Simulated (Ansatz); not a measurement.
# Te$_{2}$Mo: one atom moved along a line

The calculation used Ansatz, DFT PBE+D3(BJ), scalar-relativistic, plane waves, PAW. Cutoff 420 eV, Γ-centred 12×12×2 k-points, Gaussian smearing of 0.05 eV. Spin–orbit coupling is left out, which matters for the heavy elements here. No spin polarisation. Energies are free energies at this smearing, counted from the undisturbed cell; pressure is positive in compression.

Zero of the scan (relaxed at this level):

```
CELL_PARAMETERS angstrom
3.49640 0.00000 0.00000
-1.74820 3.02797 0.00000
0.00000 0.00000 13.70084
ATOMIC_POSITIONS crystal
Te 0.33333 0.66667 0.61734
Te 0.66667 0.33333 0.11734
Te 0.33333 0.66667 0.88266
Te 0.66667 0.33333 0.38266
Mo 0.33333 0.66667 0.25000
Mo 0.66667 0.33333 0.75000
```

Atom 5 (Mo) is moved by x along the Cartesian unit vector (-0.644, -0.372, -0.669); the cell and all other atoms stay fixed.

| x (Å) | ΔE (meV/cell) | force along x on the moved atoms (eV/Å) | pressure (GPa) | gap on the mesh (eV) |
| --- | --- | --- | --- | --- |
| -0.6000 | 2999.2 | 9.51 | 7.3 | 0.00 |
| -0.3000 | 774.2 | 5.16 | 1.9 | 0.04 |
| 0.0000 | 0.0 | 0.00 | 0.0 | 0.65 |
| 0.4500 | 1991.6 | -9.90 | ? | 0.00 |

Where the gap reads zero the k-mesh, chosen for the insulator, is on the coarse side.

Q: Give the withheld values.

A: pressure (GPa) at x (Å) = 0.4500: 5.1.